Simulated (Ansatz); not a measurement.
# HfSiO4 (Hafnon) (I4_1/amd) in Ansatz: relaxation of cell and atoms with RPBE

Aim: the relaxation of cell and atoms of HfSiO4 (Hafnon) with RPBE.

Everything below comes from runs of Ansatz 0.2.0. Logs are shortened: lines on timing, memory, paths and dates and some standing lists are left out, and cuts for length are marked.

## 1. Starting point

Symmetry: I4_1/amd, No. 141, tetragonal system. Conventional cell: a = 6.572 Å, b = 6.572 Å, c = 5.963 Å, α = 90.00°, β = 90.00°, γ = 90.00°. Hf (site symmetry -4m2) is surrounded by 8 O at 2.11 to 2.26 Å. Si (site symmetry -4m2) is surrounded by 4 O at 1.62 Å. O (site symmetry m) is surrounded by 1 Si at 1.62 Å.

## 2. Relaxation of cell and atoms, RPBE

The input, input.yaml:

```yaml
crystal:
  lattice:
    - [-3.28625, 3.28625, 2.9816]
    - [3.28625, -3.28625, 2.9816]
    - [3.28625, 3.28625, -2.9816]
  atoms:
    - { symbol: Hf, position: [0.0, 0.0, 0.0] }
    - { symbol: Hf, position: [0.75, 0.25, 0.5] }
    - { symbol: Si, position: [0.5, 0.5, 0.0] }
    - { symbol: Si, position: [0.25, 0.75, 0.5] }
    - { symbol: O, position: [0.6802, 0.4957, 0.8155] }
    - { symbol: O, position: [0.2457, 0.9302, 0.3155] }
    - { symbol: O, position: [0.6802, 0.8647, 0.1845] }
    - { symbol: O, position: [0.6147, 0.9302, 0.6845] }
    - { symbol: O, position: [0.0698, 0.3853, 0.3155] }
    - { symbol: O, position: [0.5043, 0.3198, 0.1845] }
    - { symbol: O, position: [0.0698, 0.7543, 0.6845] }
    - { symbol: O, position: [0.1353, 0.3198, 0.8155] }
hamiltonian:
  xc: rpbe
  pseudopotentials: { kind: paw }
kpoints:
  mp_grid: { grid: [6, 6, 6] }
scf:
  occupations: { method: fermi_dirac, width: 0.05 }
output:
  forces: true
  stress: true
  eigenvalues: true
relax:
  f_tol: 0.01
  max_steps: 40
  cell: { stress_tol: 0.05 }
```

Potentials or basis: Ansatz PAW.

On the command line:

```console
> ansatz run input.yaml --threads 4 --pin off --max-ram 11264MiB --backend cpu --events-out ev --progress --plain --runs-dir out
```

Output:

```text
Warning: RAYON_NUM_THREADS=4 ignored (pool sized by the plan → 4); use --threads N
Engine: ansatz 0.2.0, aarch64-unknown-linux-gnu
Pseudopotentials: kind: paw
Pseudopotential: Hf, paw, valence charge 26, recommended cutoff 420 eV (normal), Hf.paw.azcp
Pseudopotential: Si, paw, valence charge 4, recommended cutoff 420 eV (normal), Si.paw.azcp
Pseudopotential: O, paw, valence charge 6, recommended cutoff 420 eV (normal), O.paw.azcp
Functional definition: RPBE
  parameter kappa = 0.804
  parameter beta = 0.06672455060314922
  exchange = rpbe_x(kappa = kappa, mu = beta*pi^2/3)
  correlation = pbe_c(beta = beta)
Crystal: 12 atoms, lattice volume = 128.798 Å³
Basis set: ecut = 420 eV, 2513 PW (Γ), exchange–correlation on 80×80×80 points (8 copies of the dense FFT grid, shifted against one another)
Bands: 66, of which v1, the nominal top of the filled ones, is band 54 counted from 1 (53 counted from 0)
Symmetry: 16 space group operations
Space group: I41/amd (ITA 141), of the structure as read, at distance tolerance 5.1e-5 Å
k-points: 30 of 216
Non-local potential: Hf, projectors of the file, l = 0: 3, l = 1: 2, l = 2: 2, l = 3: 3
Non-local potential: Si, projectors of the file, l = 0: 2, l = 1: 2, l = 2: 2
Non-local potential: O, projectors of the file, l = 0: 2, l = 1: 2, l = 2: 1
PAW form: soft (Blöchl's): semilocal exchange-correlation on the pseudo side does not see the compensation charge
PAW frozen core: Hf, regenerated for the run's functional, and the local potential with it (the file was generated under x = pbe(κ = 0.804, μ = 0.2195149727645171), c = pbe(β = 0.06672455060314922))
PAW frozen core: Si, regenerated for the run's functional, and the local potential with it (the file was generated under x = pbe(κ = 0.804, μ = 0.2195149727645171), c = pbe(β = 0.06672455060314922))
PAW frozen core: O, regenerated for the run's functional, and the local potential with it (the file was generated under x = pbe(κ = 0.804, μ = 0.2195149727645171), c = pbe(β = 0.06672455060314922))
PAW one-centre angular grid: Hf, 590 points (default); XC on 64 Gauss nodes
PAW one-centre angular grid: Si, 110 points (default); XC on 64 Gauss nodes
PAW one-centre angular grid: O, 110 points (default); XC on 64 Gauss nodes
Initial density: superposition of atomic densities (neutral atoms: chi_scale 0, normalization atom), corrected by the library's trained network
Initial wavefunctions: pseudopotential atomic-orbital guess
Functional: x = rpbe, c = pbe(β = 0.06672455060314922)
SCF iter   1: F=—  HF=-37316.076656 eV  |F-HF|=—  |Δ(HF+E_count)|=         —  Δρ=4.17e-3  dr2=1.84e-2  ethr=1.77e-3  ⟨swp⟩=6.3  Hψ=7921  notcnv=0
preconditioner: auto → Resta (q_TF=auto, 2.649 Å⁻¹)  ε∞=4.5  [insulator: Δε(μ)=5.564 eV  Ē_g=17.801 eV  σ=0.050 eV  W_gap=1.00  n_scr=42 (ndim 8)  ℏωp=33.4 eV  f_vac=0.044  D(μ)=0.00/eV (n_scr^D=0)  ε∞_Penn≈4.5]
SCF iter   2: F=—  HF=-37316.077802 eV  |F-HF|=—  |Δ(HF+E_count)|=   1.15e-3  Δρ=2.24e-3  dr2=3.49e-3  ethr=1.71e-5  ⟨swp⟩=2.0  Hψ=3336  notcnv=0  defer=35
SCF iter   3: F=—  HF=-37316.079405 eV  |F-HF|=—  |Δ(HF+E_count)|=   1.60e-3  Δρ=8.68e-4  dr2=9.97e-4  ethr=3.23e-6  ⟨swp⟩=2.9  Hψ=3295  notcnv=0  defer=35
SCF iter   4: F=—  HF=-37316.079762 eV  |F-HF|=—  |Δ(HF+E_count)|=   3.57e-4  Δρ=2.13e-4  dr2=6.45e-5  ethr=9.23e-7  ⟨swp⟩=2.0  Hψ=3236  notcnv=0  defer=35
SCF iter   5: F=—  HF=-37316.079896 eV  |F-HF|=—  |Δ(HF+E_count)|=   1.34e-4  Δρ=6.41e-5  dr2=7.28e-6  ethr=5.97e-8  ⟨swp⟩=2.0  Hψ=3238  notcnv=0  defer=35
SCF iter   6: F=—  HF=-37316.079905 eV  |F-HF|=—  |Δ(HF+E_count)|=   9.60e-6  Δρ=4.15e-5  dr2=2.82e-6  ethr=6.74e-9  ⟨swp⟩=2.0  Hψ=3478  notcnv=0  defer=35
SCF iter   7: F=—  HF=-37316.079904 eV  |F-HF|=—  |Δ(HF+E_count)|=   1.58e-6  Δρ=1.83e-5  dr2=4.20e-7  ethr=2.61e-9  ⟨swp⟩=2.0  Hψ=3467  notcnv=0  defer=35
SCF iter   8: F=-37316.079904 eV  HF=-37316.079904 eV  |F-HF|=1.77e-8  |Δ(HF+E_count)|=   4.30e-7  Δρ=4.01e-6  dr2=2.14e-8  ethr=9.26e-11  ⟨swp⟩=10.2  Hψ=8831  notcnv=0
SCF 1 converged in 8 iterations: F = -37316.079904 eV  dr2 = 2.14e-8
relax step   1: F+E_penalty+E_count = -37316.07990419 eV  Δ(F+E_penalty+E_count) = +0.000e0 eV  max|allowed force component| = 3.179e-1 eV/Å  Δτ_max = 0.0000 Å  P = +12.332 GPa  Ω = 128.798 Å³  (8 SCF iters, dr2 threshold 1.00e-7 eV, accepted)
Crystal: 12 atoms, lattice volume = 135.076 Å³
Basis set: ecut = 420 eV, 2627 PW (Γ), exchange–correlation on 80×80×80 points (8 copies of the dense FFT grid, shifted against one another)
Initial density: handed on by an earlier stage of this run
[... 81 lines left out ...]
SCF iter   2: F=—  HF=-37316.329777 eV  |F-HF|=—  |Δ(HF+E_count)|=   8.72e-5  Δρ=2.05e-5  dr2=4.72e-8  ethr=1.27e-10  ⟨swp⟩=2.0  Hψ=3601  notcnv=0
SCF iter   3: F=—  HF=-37316.329785 eV  |F-HF|=—  |Δ(HF+E_count)|=   8.34e-6  Δρ=6.57e-6  dr2=8.27e-9  ethr=4.37e-11  ⟨swp⟩=2.0  Hψ=3600  notcnv=0
SCF iter   4: F=—  HF=-37316.329786 eV  |F-HF|=—  |Δ(HF+E_count)|=   7.94e-7  Δρ=7.86e-7  dr2=9.26e-10  ethr=7.66e-12  ⟨swp⟩=2.0  Hψ=3360  notcnv=0
SCF iter   5: F=—  HF=-37316.329786 eV  |F-HF|=—  |Δ(HF+E_count)|=   3.77e-9  Δρ=5.18e-7  dr2=3.93e-10  ethr=1.00e-12  ⟨swp⟩=2.0  Hψ=3589  notcnv=0
SCF iter   6: F=-37316.329786 eV  HF=-37316.329786 eV  |F-HF|=3.42e-10  |Δ(HF+E_count)|=   1.76e-9  Δρ=2.30e-7  dr2=9.48e-11  ethr=1.00e-12  ⟨swp⟩=2.4  Hψ=7783  notcnv=0
SCF 9 converged in 6 iterations: F = -37316.329786 eV  dr2 = 9.48e-11
relax step   9: F+E_penalty+E_count = -37316.32978595 eV  Δ(F+E_penalty+E_count) = -1.290e-3 eV  max|allowed force component| = 3.061e-4 eV/Å  Δτ_max = 0.0000 Å  P = +0.009 GPa  Ω = 135.719 Å³  stress off target by 1.55e-2 GPa  SCF on the basis re-selected at this cell (its energy is not comparable with the rows above)  (6 SCF iters)
basis re-selected at this cell: Δ(F+E_penalty+E_count) = -1.290e-3 eV, ΔP = +0.008 GPa vs the last step (what re-selecting the basis moved, of the pressure what is left beyond the Pulay correction that the steps carried, after the strain that the cell walked since its last selection, with what the two solves' SCF thresholds leave and, on support functions, any second-order correction that the steps lacked; it is no measure of the basis error at this ecutwfc). This SCF's stress stands 1.55e-2 GPa from its target on what of the cell is left free (relax.cell.stress_tol is 5.00e-2 GPa) and its largest allowed force component is 3.06e-4 eV/Å (relax.f_tol is 1.00e-2 eV/Å): within both
SCF converged after 6 iterations
Free energy (F): -37316.329786 eV
Harris-Foulkes:  -37316.329786 eV  (|F-HF|=3.42e-10)
Internal energy: -37316.329786 eV  (E = F + TS)
E sigma→0 (E₀):  -37316.329786 eV
Fermi energy:    12.058033 eV
--- Per-component energies (eV) ---
  E_band       = -283.461648
  E_kinetic    = 2340.195222
  E_local      = -16228.338603  (includes V_loc(G=0)·N_el)
  E_nonlocal   = -2066.821631
  E_hartree    = 7242.081531
  E_xc         = -1306.458329
  E_vxc        = -1382.530229  (∫ρ·V_xc dr)
  E_paw        = -16185.564483  (= ΣΔE_a)
  E_vpaw       = 2569.849826  (= ΣTr[D̂ρ^β])
  E_aug_tail   = 0.019766  (compensation charges beyond the density's cutoff)
  E_ewald      = -11110.856129
  E_core_change = -0.587130  (= ΣΔE_core)
  E_smearing   = -0.000000  (= −TS)
  E_closure    = -0.000000  (closes the sum)
  Σ components = -37316.329786   (vs F -37316.329786, Δ=0.00e0)
--- Forces (eV/Å), atoms counted from 1 ---
  atom   1  Hf     0.00000000     0.00000000    -0.00000000
  atom   2  Hf     0.00000000     0.00000000     0.00000000
  atom   3  Si     0.00000000     0.00000000     0.00000000
  atom   4  Si     0.00000000     0.00000000    -0.00000000
  atom   5  O      0.00019841     0.00000000     0.00030612
  atom   6  O     -0.00000000     0.00019841     0.00030612
  atom   7  O     -0.00019841     0.00000000     0.00030612
  atom   8  O     -0.00000000    -0.00019841     0.00030612
  atom   9  O      0.00019841    -0.00000000    -0.00030612
  atom  10  O      0.00000000    -0.00019841    -0.00030612
  atom  11  O     -0.00019841     0.00000000    -0.00030612
  atom  12  O      0.00000000     0.00019841    -0.00030612
  max |Σ_I F_I| component: 1.53e-17 eV/Å
--- Stress (GPa, compression-positive) ---
        0.015486      -0.000000       0.000000
       -0.000000       0.015486       0.000000
        0.000000       0.000000      -0.004068
  P = ⅓ Tr σ = 0.0090 GPa (0.090 kbar)
--- Band table (eV; the first three rows and the last of 30) ---
  k-point 0: bands = ["-51.2973", "-51.2911", "-20.0140", "-20.0140", "-19.9524", "-19.9439", "-19.8726", "-19.8726", "-9.5244", "-8.5866", "-7.8336", "-7.7320", "-7.2745", "-7.2745", "-7.2670", "-7.2670", "-1.1804", "-1.1782", "-1.1752", "-1.1752", "-1.1672", "-1.1672", "-1.1619", "-1.1619", "-1.1589", "-1.1537", "-1.1526", "-1.1526", "-1.1475", "-1.1475", "1.9692", "3.4833", "3.8801", "4.3975", "4.3975", "5.0734", "5.3228", "5.7132", "6.3279", "6.4419", "6.4419", "6.6619", "7.0772", "7.0772", "7.9599", "7.9599", "8.7054", "8.7054", "8.7468", "8.7599", "8.8676", "8.8676", "8.9583", "9.4553", "15.0326", "15.3433", "15.4235", "15.4617", "15.4617", "16.3109", "16.3623", "16.6240", "16.6240", "17.1312", "18.2811", "19.0249"]
  k-point 1: bands = ["-51.2969", "-51.2915", "-20.0182", "-20.0051", "-19.9570", "-19.9381", "-19.8828", "-19.8696", "-9.4390", "-8.6046", "-7.8017", "-7.7116", "-7.3395", "-7.3221", "-7.3046", "-7.2998", "-1.1827", "-1.1773", "-1.1772", "-1.1726", "-1.1703", "-1.1660", "-1.1624", "-1.1621", "-1.1618", "-1.1579", "-1.1544", "-1.1512", "-1.1493", "-1.1471", "2.1763", "3.6419", "4.0370", "4.3305", "4.4073", "5.2545", "5.4924", "5.8459", "5.8592", "6.0736", "6.6822", "6.8947", "6.9151", "6.9772", "7.9486", "8.0328", "8.4995", "8.5857", "8.6430", "8.6930", "8.7421", "8.7794", "8.9575", "9.3497", "14.9506", "15.1516", "15.3945", "15.4575", "15.8768", "16.3182", "16.4091", "16.5812", "16.7567", "17.5619", "18.5263", "19.0573"]
  k-point 2: bands = ["-51.2958", "-51.2927", "-20.0187", "-19.9832", "-19.9806", "-19.9102", "-19.9100", "-19.8708", "-9.2094", "-8.6968", "-7.7188", "-7.6606", "-7.4726", "-7.4299", "-7.3812", "-7.3784", "-1.1840", "-1.1810", "-1.1760", "-1.1755", "-1.1702", "-1.1693", "-1.1682", "-1.1627", "-1.1626", "-1.1604", "-1.1592", "-1.1495", "-1.1490", "-1.1476", "2.7238", "3.8481", "4.3182", "4.4632", "4.5370", "5.3371", "5.4463", "5.4544", "5.9042", "6.1054", "6.4847", "6.7146", "7.0410", "7.2380", "7.5228", "8.0094", "8.1976", "8.2678", "8.3777", "8.6302", "8.6587", "8.7178", "8.9068", "9.1018", "14.8184", "14.8678", "15.4716", "15.5422", "16.1184", "16.1258", "16.7278", "17.0202", "17.1118", "18.1116", "18.7259", "18.8832"]
  k-point 29: bands = ["-51.2942", "-51.2942", "-20.0241", "-20.0241", "-19.9490", "-19.9490", "-19.8638", "-19.8638", "-9.0059", "-9.0059", "-7.8667", "-7.8667", "-7.3602", "-7.3602", "-7.1944", "-7.1944", "-1.1784", "-1.1784", "-1.1743", "-1.1743", "-1.1678", "-1.1678", "-1.1648", "-1.1648", "-1.1625", "-1.1625", "-1.1584", "-1.1584", "-1.1423", "-1.1423", "2.7295", "2.7295", "4.3998", "4.3998", "4.8676", "4.8676", "5.9039", "5.9039", "6.5083", "6.5083", "6.5925", "6.5925", "7.5806", "7.5806", "7.8525", "7.8525", "8.0843", "8.0843", "8.2149", "8.2149", "8.4417", "8.4417", "8.5737", "8.5737", "15.4641", "15.4641", "15.7580", "15.7580", "15.9198", "15.9198", "16.6166", "16.6166", "17.3447", "17.3447", "18.9350", "18.9350"]
--- Relaxed structure (7 steps of the walk, 7 accepted, 2 SCFs on fresh bases) ---
  F+E_penalty+E_count = -37316.32978595 eV   max|allowed force component| = 3.061e-4 eV/Å   (the final SCF, on the basis selected at the relaxed cell)
  cell:  # Å, volume = 135.7192 Å³
    - [-3.3501943202559072, 3.3501943202559064, 3.02302242930919]
    - [3.3501943202559072, -3.3501943202559064, 3.02302242930919]
    - [3.3501943202559072, 3.3501943202559064, -3.02302242930919]
  atoms:
    - { symbol: Hf, position: [-1.126007786381161e-19, -1.2497280799321944e-19, 5.636146706213428e-20] }
    - { symbol: Hf, position: [0.75, 0.24999999999999997, 0.49999999999999994] }
    - { symbol: Si, position: [0.5, 0.5, 5.636146706213519e-20] }
    - { symbol: Si, position: [0.24999999999999997, 0.75, 0.49999999999999994] }
    - { symbol: O, position: [0.6809949941833289, 0.497303884464272, 0.8163088902809431] }
    - { symbol: O, position: [0.24730388446427182, 0.9309949941833289, 0.31630889028094294] }
    - { symbol: O, position: [0.680994994183329, 0.8646861039023861, 0.18369110971905703] }
    - { symbol: O, position: [0.6146861039023859, 0.9309949941833289, 0.683691109719057] }
    - { symbol: O, position: [0.06900500581667117, 0.3853138960976142, 0.316308890280943] }
    - { symbol: O, position: [0.5026961155357282, 0.3190050058166712, 0.18369110971905703] }
    - { symbol: O, position: [0.06900500581667125, 0.7526961155357281, 0.6836911097190569] }
    - { symbol: O, position: [0.13531389609761424, 0.3190050058166712, 0.816308890280943] }
```

It took 45 s on 4 threads of Arm Neoverse V1, shared host; peak memory 0.66 GiB.

What came out:

```yaml
Free_energy: -37316.3298 eV
Relaxed_volume: 11.31 Å³/atom
Relaxed_cell: a = 5.620 Å, b = 5.620 Å, c = 5.620 Å, α = 106.82°, β = 106.82°, γ = 114.92°
Space_group_after_relaxing_to_0.05_Å: I4_1/amd (No. 141)
Energy_gained_by_relaxing: 20.8 meV/atom
Ionic_steps: 9
Pressure_after_relaxing: 0.0 GPa
Band_gap_on_the_k_mesh: 5.29 eV, indirect (least direct gap 5.58 eV)
```

The path:
```csv
step,energy change (eV),largest force (eV/Å),volume (Å³)
1,0.0000,0.3679,128.80
2,-0.1751,0.6847,135.08
3,-0.2117,0.0855,135.30
4,-0.2132,0.0351,135.33
5,-0.2135,0.0150,135.36
6,-0.2135,0.0003,135.38
7,-0.2494,0.0008,135.38
8,-0.2486,0.0003,135.72
9,-0.2499,0.0004,135.72
```

Final structure:
```
CELL_PARAMETERS angstrom
-3.35019 3.35019 3.02302
3.35019 -3.35019 3.02302
3.35019 3.35019 -3.02302
ATOMIC_POSITIONS crystal
Hf 0.00000 0.00000 0.00000
Hf 0.75000 0.25000 0.50000
Si 0.50000 0.50000 0.00000
Si 0.25000 0.75000 0.50000
O 0.68099 0.49730 0.81631
O 0.24730 0.93099 0.31631
O 0.68099 0.86469 0.18369
O 0.61469 0.93099 0.68369
O 0.06901 0.38531 0.31631
O 0.50270 0.31901 0.18369
O 0.06901 0.75270 0.68369
O 0.13531 0.31901 0.81631
```

Caveat: the plane-wave basis is chosen anew once the cell has moved, so the energies of steps on either side of that aren't comparable; the pressure holds a Pulay correction of +0.6 GPa for the finite cutoff; spin-orbit coupling is left out, which moves the levels of the heavy elements; the PAW data sets come from PBE, with cores solved anew for the run's functional, which leaves a small shift of forces and pressure.
